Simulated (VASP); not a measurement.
# AlN (P6_3mc) in VASP: notebook

The runs below take AlN through single point, molecular dynamics, atomic charges, relaxation of cell and atoms, with PBEsol, PBE+TS, B3LYP+D3(BJ), r2SCAN.

All numbers are computed with VASP 6.6.1; they aren't measurements. Logs are shortened: lines on timing, memory, paths and dates and some standing lists are left out, and cuts for length are marked.

**Measured values to compare with.**

“Self-assembly of well-separated AlN nanowires directly on sputtered metallic TiN films”, 2019, arxiv:1910.07391 quotes, for a bulk crystal of AlN at 10 K: band gap 6.034 eV (an exciton energy, a little under the gap).

How close the calculation comes is told below.

### 1 Starting point

It takes space group P6_3mc (No. 186, hexagonal). Conventional cell: a = 3.113 Å, b = 3.113 Å, c = 4.981 Å, α = 90.00°, β = 90.00°, γ = 120.00°. Al (site symmetry 3m) is surrounded by 4 N at 1.89 Å. N (site symmetry 3m) is surrounded by 4 Al at 1.89 Å.

### 2 Single point, PBEsol

INCAR reads:

```
SYSTEM = AlN
PREC = Accurate
ENCUT = 500
EDIFF = 1E-7
ISMEAR = 0
SIGMA = 0.1
LREAL = .False.
LASPH = .True.
NELM = 100
ALGO = Normal
ISIF = 2
LWAVE = .False.
LCHARG = .False.
GGA = PS
NBANDS = 16
```

KPOINTS reads:

```
Automatic mesh
0
Gamma
  10 10 6
  0 0 0
```

POSCAR reads:

```
AlN
1.0
    3.1130000000      0.0000000000      0.0000000000
   -1.5565000000      2.6959370820      0.0000000000
    0.0000000000      0.0000000000      4.9810000000
Al N
2 2
Direct
    0.6666666667      0.3333333333      0.5000000000
    0.3333333333      0.6666666667      0.0000000000
    0.6666666667      0.3333333333      0.8800000000
    0.3333333333      0.6666666667      0.3800000000
```

Potentials or basis: VASP PAW PBE potentials, release 64 (Al, N).

Started as:

```bash
> cat potpaw_PBE.64/Al/POTCAR potpaw_PBE.64/N/POTCAR > POTCAR
> mpirun -np 1 vasp_std > vasp.out
```

OUTCAR:

```text
SYSTEM = AlN
   PREC = Accurate
   ENCUT = 500
   EDIFF = 1E-7
   ISMEAR = 0
   LREAL = .False.
   LASPH = .True.
   NELM = 100
   ISIF = 2
   GGA = PS

 ion  position               nearest neighbor table
   1  0.667  0.333  0.500-   3 1.89   4 1.89   4 1.89   4 1.89   2 3.07   2 3.07   2 3.07   2 3.07
                             2 3.07   2 3.07
   2  0.333  0.667  0.000-   4 1.89   3 1.89   3 1.89   3 1.89   1 3.07   1 3.07   1 3.07   1 3.07
                             1 3.07   1 3.07
   3  0.667  0.333  0.880-   1 1.89   2 1.89   2 1.89   2 1.89
   4  0.333  0.667  0.380-   2 1.89   1 1.89   1 1.89   1 1.89

  LATTYP: Found a hexagonal cell.
 ALAT       =     3.1130000000
 C/A-ratio  =     1.6000642467

  Lattice vectors:

 A1 = (   3.1130000000,   0.0000000000,   0.0000000000)
 A2 = (  -1.5565000000,   2.6959370820,   0.0000000000)
 A3 = (   0.0000000000,   0.0000000000,   4.9810000000)

Analysis of symmetry for initial positions (statically):
=====================================================================
 Subroutine PRICEL returns:
 Original cell was already a primitive cell.

 Routine SETGRP: Setting up the symmetry group for a
 hexagonal supercell.

 Subroutine GETGRP returns: Found 12 space group operations
 (whereof  6 operations were pure point group operations)
 out of a pool of 24 trial point group operations.

The static configuration has the point symmetry C_3v.
 The point group associated with its full space group is C_6v.

Analysis of symmetry for dynamics (positions and initial velocities):
=====================================================================
 Subroutine PRICEL returns:
 Original cell was already a primitive cell.

 Routine SETGRP: Setting up the symmetry group for a
 hexagonal supercell.

 Subroutine GETGRP returns: Found 12 space group operations
 (whereof  6 operations were pure point group operations)
 out of a pool of 24 trial point group operations.

The dynamic configuration has the point symmetry C_3v.
 The point group associated with its full space group is C_6v.

 Subroutine INISYM returns: Found 12 space group operations
 (whereof  6 operations are pure point group operations),
 and found     1 'primitive' translations

----------------------------------------------------------------------------------------

                                     Primitive cell

  volume of cell :      41.8028

  direct lattice vectors                    reciprocal lattice vectors
     3.113000000  0.000000000  0.000000000     0.321233537  0.185464269  0.000000000
    -1.556500000  2.695937082  0.000000000     0.000000000  0.370928538  0.000000000
     0.000000000  0.000000000  4.981000000     0.000000000  0.000000000  0.200762899

  length of vectors
     3.113000000  3.113000000  4.981000000     0.370928538  0.370928538  0.200762899

  position of ions in fractional coordinates (direct lattice)
     0.666666667  0.333333333  0.500000000
     0.333333333  0.666666667  0.000000000
     0.666666667  0.333333333  0.880000000
     0.333333333  0.666666667  0.380000000

  ion indices of the primitive-cell ions
   primitive index   ion index
                 1           1
                 2           2
                 3           3
                 4           4

----------------------------------------------------------------------------------------

 KPOINTS: Automatic mesh

Automatic generation of k-mesh.
 Grid dimensions read from file:
 generate k-points for:   10   10    6

 Generating k-lattice:

  Cartesian coordinates                     Fractional coordinates (reciprocal lattice)
     0.032123354  0.018546427  0.000000000     0.100000000  0.000000000  0.000000000
     0.000000000  0.037092854  0.000000000     0.000000000  0.100000000  0.000000000
     0.000000000  0.000000000  0.033460483     0.000000000  0.000000000  0.166666667

  Length of vectors
     0.037092854  0.037092854  0.033460483

  Shift w.r.t. Gamma in fractional coordinates (k-lattice)
     0.000000000  0.000000000  0.000000000

 Subroutine IBZKPT returns following result:
 ===========================================

 Found     56 irreducible k-points:

 Following reciprocal coordinates:
            Coordinates               Weight
  0.000000  0.000000  0.000000      1.000000
  0.100000 -0.000000  0.000000      6.000000
  0.200000 -0.000000  0.000000      6.000000
  0.300000 -0.000000  0.000000      6.000000
  0.400000  0.000000  0.000000      6.000000
  0.500000 -0.000000  0.000000      3.000000
[... 16 lines left out ...]
  0.300000  0.100000  0.166667     24.000000
  0.400000  0.100000  0.166667     24.000000
 [... further k-points ...]
   k-points           NKPTS =     56   k-points in BZ     NKDIM =     56   number of bands    NBANDS=     16
   number of dos      NEDOS =    301   number of ions     NIONS =      4
   total plane-waves  NPLWV =  20736
   dimension x,y,z NGX =    24 NGY =   24 NGZ =   36
   dimension x,y,z NGXF=    48 NGYF=   48 NGZF=   72
   ions per type =               2   2
   NGX,Y,Z   is equivalent  to a cutoff of  12.82, 12.82, 12.02 a.u.
   NGXF,Y,Z  is equivalent  to a cutoff of  25.63, 25.63, 24.03 a.u.
 SYSTEM =  AlN
   PREC   = accura    normal or accurate (medium, high low for compatibility)
   ISTART =      0    job   : 0-new  1-cont  2-samecut
   ICHARG =      2    charge: 1-file 2-atom 10-const
   ISPIN  =      1    spin polarized calculation?
   LNONCOLLINEAR =      F non collinear calculations
   LSORBIT =      F    spin-orbit coupling
   LASPH  =      T    aspherical Exc in radial PAW
   ENCUT  =  500.0 eV  36.75 Ry    6.06 a.u.   5.68  5.68  9.08*2*pi/ulx,y,z
   NELM   =    100;   NELMIN=  2; NELMDL= -5     # of ELM steps
   EDIFF  = 0.1E-06   stopping-criterion for ELM
   LREAL  =      F    real-space projection
   EDIFFG = 0.1E-05   stopping-criterion for IOM
   NSW    =      0    number of steps for IOM
   IBRION =     -1    ionic relax: 0-MD 1-quasi-New 2-CG
   NFREE  =      0    steps in history (QN), initial steepest desc. (CG)
   ISIF   =      2    stress and relaxation
   ISYM   =      2    0-nonsym 1-usesym 2-fastsym
   POTIM  = 0.5000    time-step for ionic-motion
   TEBEG  =    0.0;   TEEND  =   0.0 temperature during run
   PSTRESS=    0.0 pullay stress
   NELECT =      16.0000    total number of electrons
   NUPDOWN=      -1.0000    fix difference up-down
   EMIN   =  10.00;   EMAX   =-10.00  energy-range for DOS
   EFERMI =   0.00;   METHOD = LEGACY
   ISMEAR =     0;   SIGMA  =   0.10  broadening in eV -4-tet -1-fermi 0-gaus
   EFERMI_NEDOS =   21; number of points for ismear=-14 and -15
   IALGO  =     38    algorithm
   IMIX   =      4    mixing-type and parameters
     AMIX     =   0.40;   BMIX     =  1.00
     AMIX_MAG =   1.60;   BMIX_MAG =  1.00
  volume/ion in A,a.u.               =      10.45        70.52
  Fermi-wavevector in a.u.,A,eV,Ry     =   1.188629  2.246183 19.222843  1.412839
  Thomas-Fermi vector in A             =   2.324754
   LORBIT       =      0    0 simple, 1 ext, 2 COOP (PROOUT), +10 PAW based schemes
   GGA     = PS    functional components
   LHFCALC =     F    Hartree Fock is set to
   AEXX    =    0.0000 exact exchange contribution
   IVDW    =     0    specifies the selected vdW correction
   LEPSILON=     F    determine dielectric tensor
   LRPA    =     F    only Hartree local field effects (RPA)
 non-spin polarized calculation
 Gauss-broadening in eV      SIGMA  =   0.10
  energy-cutoff  :      500.00
  volume of cell :       41.80
 maximum number of plane-waves:      1092
 NGX is ok and might be reduce to    24
   NGX = 11   NGY = 11   NGZ = 19

 number of electron      15.9999994 magnetization

 Free energy of the ion-electron system (eV)
  ---------------------------------------------------
  ext. energy  EPLUGINS =         0.00000000
  ---------------------------------------------------
  free energy    TOTEN  =       -31.31188934 eV

  energy without entropy =      -31.31188934  energy(sigma->0) =      -31.31188934

 E-fermi :   6.4657     XC(G=0): -11.1038

 val. band max:        6.0293772485   @ k =   0.0000   0.0000   0.0000
 cond. band min:      10.1786117192   @ k =   0.0000   0.0000   0.0000
 fundamental gap:      4.1492344707
 Fermi energy:         6.4656542230

 k-point     1 :       0.0000    0.0000    0.0000
  band No.  band energies     occupation
      1      -9.1071      2.00000
      2      -6.9218      2.00000
      3      -0.0043      2.00000
      4       5.1943      2.00000
      5       5.1943      2.00000
      6       5.8493      2.00000
[... 8 lines left out ...]
     15      19.1044      0.00000
     16      19.1044      0.00000

 k-point     2 :       0.1000   -0.0000    0.0000
  band No.  band energies     occupation
      1      -8.9786      2.00000
      2      -6.8492      2.00000
      3       0.1480      2.00000
      4       4.6053      2.00000
      5       5.0282      2.00000
      6       5.2738      2.00000
[... 8 lines left out ...]
     15      19.0521      0.00000
     16      19.1386      0.00000

 k-point     3 :       0.2000   -0.0000    0.0000
  band No.  band energies     occupation
      1      -8.6095      2.00000
      2      -6.6603      2.00000
      3       0.5933      2.00000
      4       3.2821      2.00000
      5       4.1594      2.00000
      6       4.6686      2.00000
[... 8 lines left out ...]
     15      18.1955      0.00000
     16      18.6553      0.00000

 k-point     4 :       0.3000   -0.0000    0.0000
  band No.  band energies     occupation
      1      -8.0565      2.00000
      2      -6.4470      2.00000
      3       1.2896      2.00000
      4       1.9121      2.00000
      5       3.0388      2.00000
      6       4.3029      2.00000
[... 8 lines left out ...]
     15      18.0437      0.00000
     16      19.9019      0.00000
[... 324 lines left out ...]
 k-point    22 :       0.2000    0.1000    0.1667
  band No.  band energies     occupation
      1      -8.1726      2.00000
      2      -6.6660      2.00000
      3       1.1388      2.00000
      4       2.7249      2.00000
      5       3.1923      2.00000
      6       4.3909      2.00000
[... 8 lines left out ...]
     15      18.3684      0.00000
     16      19.6626      0.00000

 k-point    23 :       0.3000    0.1000    0.1667
  band No.  band energies     occupation
      1      -7.5967      2.00000
      2      -6.4577      2.00000
      3       1.1053      2.00000
      4       1.9618      2.00000
      5       2.7155      2.00000
      6       3.9127      2.00000
[... 8 lines left out ...]
     15      18.3474      0.00000
     16      20.3667      0.00000

 k-point    24 :       0.4000    0.1000    0.1667
  band No.  band energies     occupation
      1      -7.0937      2.00000
      2      -6.4188      2.00000
      3       0.5973      2.00000
      4       1.6247      2.00000
      5       2.9487      2.00000
      6       3.7449      2.00000
[... 8 lines left out ...]
     15      18.5661      0.00000
     16      20.8537      0.00000

 [... further k-points ...]
[... 5 lines left out ...]
  --------------------------------------------------------------------------------------
  -------------------------------------------------------------------------------------
  Total       -0.0833726     -0.0833726      0.3085348      0.0000000      0.0000000      0.0000000
  in kB       -3.1954226     -3.1954226     11.8252224      0.0000000      0.0000000      0.0000000
  external PRESSURE =       1.8114590 kB  Pullay stress =       0.0000000 kB

 VOLUME and BASIS-vectors are now :
 -----------------------------------------------------------------------------
  energy-cutoff  :      500.00
  volume of cell :       41.80
      direct lattice vectors                 reciprocal lattice vectors
     3.113000000  0.000000000  0.000000000     0.321233537  0.185464269  0.000000000
    -1.556500000  2.695937082  0.000000000     0.000000000  0.370928538  0.000000000
     0.000000000  0.000000000  4.981000000     0.000000000  0.000000000  0.200762899

 POSITION                                       TOTAL-FORCE (eV/Angst)
 -----------------------------------------------------------------------------------
      1.55650      0.89865      2.49050         0.000000     -0.000000     -0.131900
     -0.00000      1.79729      0.00000         0.000000     -0.000000     -0.131900
      1.55650      0.89865      4.38328        -0.000000     -0.000000      0.131900
     -0.00000      1.79729      1.89278         0.000000      0.000000      0.131900
 -----------------------------------------------------------------------------------
    total drift:                               -0.000000      0.000000      0.000067

  FREE ENERGIE OF THE ION-ELECTRON SYSTEM (eV)
  ---------------------------------------------------
  free  energy   TOTEN  =       -31.3118893357 eV

  energy  without entropy=      -31.3118893357  energy(sigma->0) =      -31.31188934
```

It took 24 s on 1 thread of Intel Xeon Platinum 8375C at 2.90GHz (Ice Lake), shared host; peak memory 0.16 GiB.

What came out:

```yaml
Free_energy: -31.3119 eV
Pressure: 0.2 GPa
Largest_force: 0.132 eV/Å
Band_gap_on_the_k_mesh: 4.15 eV, direct
```

Forces in eV/Å, atoms in the order of the input:
```
Al   0.000  0.000 -0.132
Al   0.000  0.000 -0.132
N    0.000  0.000  0.132
N    0.000  0.000  0.132
```

Levels at points of the mesh, in eV from the valence-band top:
| k point | band 5 | band 6 | band 7 | band 8 | band 9 | band 10 | band 11 | band 12 |
| --- | --- | --- | --- | --- | --- | --- | --- | --- |
| (0.00, 0.00, 0.00) | -0.84 | -0.18 | -0.18 | 0.00 | 4.15 | 6.58 | 10.51 | 11.06 |
| (0.50, 0.00, 0.00) | -3.36 | -2.08 | -1.80 | -0.66 | 5.69 | 5.69 | 8.11 | 10.20 |
| (0.00, 0.00, 0.50) | -0.52 | -0.52 | -0.52 | -0.52 | 6.39 | 6.39 | 10.24 | 10.24 |
| (0.50, 0.00, 0.50) | -1.45 | -1.45 | -1.36 | -1.36 | 5.20 | 5.20 | 9.17 | 9.17 |

Caveat: the PAW data sets were made with another functional, which shifts forces and pressure a little.

### 3 Single point, PBEsol

run.py reads:

```python
from ase.calculators.vasp import Vasp
from ase.dft.bandgap import bandgap
from ase.io import read

atoms = read('POSCAR')
calc = Vasp(
    directory='calc',
    xc='pbesol',
    pp='PBE',
    setups='minimal',
    prec='Accurate',
    encut=500,
    ediff=1e-07,
    ismear=0,
    sigma=0.1,
    lreal=False,
    lasph=True,
    nelm=80,
    algo='Fast',
    isif=2,
    lwave=False,
    lcharg=False,
    kpts=[10, 10, 6],
    gamma=True,
    nbands=16,
)
atoms.calc = calc

print('energy (eV):', atoms.get_potential_energy())
print('free energy (eV):', atoms.get_potential_energy(force_consistent=True))
print('forces (eV/A):')
print(atoms.get_forces())
print('stress (eV/A^3, Voigt):', atoms.get_stress())
print('Fermi level (eV):', calc.get_fermi_level())
gap, top, bottom = bandgap(calc)
print('band gap (eV):', gap, 'from (spin, k, band)', top, 'to', bottom)
```

POSCAR is that of step 2.

Potentials or basis: VASP PAW PBE potentials, release 64 (Al, N).

Started as:

```bash
> python run.py
```

Wall time 30 s (1 thread of Intel Xeon Platinum 8375C at 2.90GHz (Ice Lake), shared host); peak memory 0.16 GiB.

Results (log left out):

- Free energy: -31.3119 eV
- Pressure: 0.2 GPa
- Largest force: 0.132 eV/Å
- Band gap on the k mesh: 4.15 eV, direct

Forces in eV/Å, atoms in the order of the input:
```
Al   0.000  0.000 -0.132
Al   0.000  0.000 -0.132
N    0.000  0.000  0.132
N    0.000  0.000  0.132
```

Stress tensor (GPa, compression positive):
```
-0.32  0.00  0.00
 0.00 -0.32  0.00
 0.00  0.00  1.19
```

Levels at points of the mesh, in eV from the valence-band top:
| k point | band 5 | band 6 | band 7 | band 8 | band 9 | band 10 | band 11 | band 12 |
| --- | --- | --- | --- | --- | --- | --- | --- | --- |
| (0.00, 0.00, 0.00) | -0.84 | -0.18 | -0.18 | 0.00 | 4.15 | 6.58 | 10.51 | 11.06 |
| (0.50, 0.00, 0.00) | -3.36 | -2.08 | -1.80 | -0.66 | 5.69 | 5.69 | 8.11 | 10.20 |
| (0.00, 0.00, 0.50) | -0.52 | -0.52 | -0.52 | -0.52 | 6.39 | 6.39 | 10.24 | 10.24 |
| (0.50, 0.00, 0.50) | -1.45 | -1.45 | -1.36 | -1.36 | 5.20 | 5.20 | 9.17 | 9.17 |

Caveat: the PAW data sets were made with another functional, which shifts forces and pressure a little.

[end of part 1 of 2]
